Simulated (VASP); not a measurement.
A run of VASP 6.6.1:

The input INCAR:

```
SYSTEM = Cr2O3
  PREC = Accurate
  ENCUT = 520
  EDIFF = 1E-6
  ISMEAR = 1
  SIGMA = 0.1
  LREAL = .False.
  LASPH = .True.
  NELM = 150
  ALGO = Normal
  ISIF = 2
  LWAVE = .False.
  LCHARG = .False.
  ISPIN = 2
  MAGMOM = 3 3 3 3 0 0 0 0 0 0
  LORBIT = 11
  LMAXMIX = 4
  GGA = PE
  NBANDS = 57
  AMIX = 0.2
  BMIX = 1E-4
  AMIX_MAG = 0.8
  BMIX_MAG = 1E-4
  KPAR = 4
```

File KPOINTS:

```
regular mesh
0
Gamma
  9 9 9
  0 0 0
```

The input POSCAR:

```
Cr2O3                                   
1.0
    2.5164944724      1.4528987587      4.5362020716
   -2.5164944724      1.4528987587      4.5362020716
    0.0000000000     -2.9057975176      4.5362020716
  Cr              O             
     4     6
Direct
     0.3501192107154071    0.3501192107154071    0.3501192107154071
     0.1498807892845929    0.1498807892845929    0.1498807892845929
     0.6498807892845928    0.6498807892845928    0.6498807892845928
     0.8501192107154072    0.8501192107154072    0.8501192107154072
     0.5514571832755479    0.9485428167244521    0.2500000000000000
     0.2500000000000142    0.5514571832755693    0.9485428167244165
     0.9485428167244307    0.2499999999999858    0.5514571832755835
     0.4485428167244521    0.0514571832755479    0.7500000000000000
     0.7499999999999858    0.4485428167244307    0.0514571832755835
     0.0514571832755693    0.7500000000000142    0.4485428167244165
```

KPOINTS_OPT

```
explicit points
91
Reciprocal
 0.0000000000  0.0000000000  0.0000000000 1
 0.0555555556  0.0000000000  0.0000000000 1
 0.1111111111  0.0000000000  0.0000000000 1
 0.1666666667  0.0000000000  0.0000000000 1
 0.2222222222  0.0000000000  0.0000000000 1
 0.2777777778  0.0000000000  0.0000000000 1
 0.3333333333  0.0000000000  0.0000000000 1
 0.3888888889  0.0000000000  0.0000000000 1
 0.4444444444  0.0000000000  0.0000000000 1
 0.5000000000  0.0000000000  0.0000000000 1
 0.5000000000  0.0000000000  0.0000000000 1
 0.5000000000  0.0259074124 -0.0259074124 1
 0.5000000000  0.0518148248 -0.0518148248 1
 0.5000000000  0.0777222371 -0.0777222371 1
 0.5000000000  0.1036296495 -0.1036296495 1
 0.5000000000  0.1295370619 -0.1295370619 1
 0.5000000000  0.1554444743 -0.1554444743 1
 0.5000000000  0.1813518866 -0.1813518866 1
 0.5000000000  0.2072592990 -0.2072592990 1
 0.5000000000  0.2331667114 -0.2331667114 1
 0.7668332886  0.5000000000  0.2331667114 1
 0.7371851454  0.5000000000  0.2628148546 1
 0.7075370022  0.5000000000  0.2924629978 1
 0.6778888591  0.5000000000  0.3221111409 1
 0.6482407159  0.5000000000  0.3517592841 1
 0.6185925727  0.5000000000  0.3814074273 1
 0.5889444295  0.5000000000  0.4110555705 1
 0.5592962864  0.5000000000  0.4407037136 1
 0.5296481432  0.5000000000  0.4703518568 1
 0.5000000000  0.5000000000  0.5000000000 1
 0.5000000000  0.5000000000  0.5000000000 1
 0.4444444444  0.4444444444  0.4444444444 1
 0.3888888889  0.3888888889  0.3888888889 1
 0.3333333333  0.3333333333  0.3333333333 1
 0.2777777778  0.2777777778  0.2777777778 1
 0.2222222222  0.2222222222  0.2222222222 1
 0.1666666667  0.1666666667  0.1666666667 1
 0.1111111111  0.1111111111  0.1111111111 1
 0.0555555556  0.0555555556  0.0555555556 1
 0.0000000000  0.0000000000  0.0000000000 1
 0.0000000000  0.0000000000  0.0000000000 1
 0.0407314840  0.0000000000 -0.0407314840 1
 0.0814629679  0.0000000000 -0.0814629679 1
 0.1221944519  0.0000000000 -0.1221944519 1
 0.1629259359  0.0000000000 -0.1629259359 1
 0.2036574198  0.0000000000 -0.2036574198 1
 0.2443889038  0.0000000000 -0.2443889038 1
 0.2851203878  0.0000000000 -0.2851203878 1
 0.3258518717  0.0000000000 -0.3258518717 1
 0.3665833557  0.0000000000 -0.3665833557 1
 0.6334166443  0.3665833557  0.0000000000 1
 0.6185925727  0.3814074273  0.0000000000 1
 0.6037685011  0.3962314989  0.0000000000 1
 0.5889444295  0.4110555705  0.0000000000 1
 0.5741203579  0.4258796421  0.0000000000 1
 0.5592962864  0.4407037136  0.0000000000 1
 0.5444722148  0.4555277852  0.0000000000 1
 0.5296481432  0.4703518568  0.0000000000 1
 0.5148240716  0.4851759284  0.0000000000 1
 0.5000000000  0.5000000000  0.0000000000 1
 0.5000000000  0.5000000000  0.0000000000 1
 0.5148240716  0.5148240716  0.0259074124 1
 0.5296481432  0.5296481432  0.0518148248 1
 0.5444722148  0.5444722148  0.0777222371 1
 0.5592962864  0.5592962864  0.1036296495 1
 0.5741203579  0.5741203579  0.1295370619 1
 0.5889444295  0.5889444295  0.1554444743 1
 0.6037685011  0.6037685011  0.1813518866 1
 0.6185925727  0.6185925727  0.2072592990 1
 0.6334166443  0.6334166443  0.2331667114 1
 0.6334166443  0.6334166443  0.2331667114 1
 0.6185925727  0.6185925727  0.2628148546 1
 0.6037685011  0.6037685011  0.2924629978 1
 0.5889444295  0.5889444295  0.3221111409 1
 0.5741203579  0.5741203579  0.3517592841 1
 0.5592962864  0.5592962864  0.3814074273 1
 0.5444722148  0.5444722148  0.4110555705 1
 0.5296481432  0.5296481432  0.4407037136 1
 0.5148240716  0.5148240716  0.4703518568 1
 0.5000000000  0.5000000000  0.5000000000 1
 0.5000000000  0.0000000000  0.0000000000 1
 0.5296481432  0.0407314840  0.0407314840 1
 0.5592962864  0.0814629679  0.0814629679 1
 0.5889444295  0.1221944519  0.1221944519 1
 0.6185925727  0.1629259359  0.1629259359 1
 0.6482407159  0.2036574198  0.2036574198 1
 0.6778888591  0.2443889038  0.2443889038 1
 0.7075370022  0.2851203878  0.2851203878 1
 0.7371851454  0.3258518717  0.3258518717 1
 0.7668332886  0.3665833557  0.3665833557 1
 0.0000000000  0.0000000000  0.0000000000 1
```

Potentials or basis: VASP PAW PBE potentials, release 64 (Cr_pv, O).

Command:

```bash
$ cat potpaw_PBE.64/Cr_pv/POTCAR potpaw_PBE.64/O/POTCAR > POTCAR
$ mpirun -np 4 vasp_std > vasp.out
```

Hardware: 4 MPI ranks on Intel(R) Xeon(R) Platinum 8259CL CPU @ 2.50GHz (Skylake/Cascade Lake), on a shared host.

Task: How long does it take, and how much memory?

Result: It took 9 min on 4 MPI ranks on Intel(R) Xeon(R) Platinum 8259CL CPU @ 2.50GHz (Skylake/Cascade Lake), with other jobs on the host, peak memory 1.2 GiB a rank. Counts: scf iterations 37, k points 85.
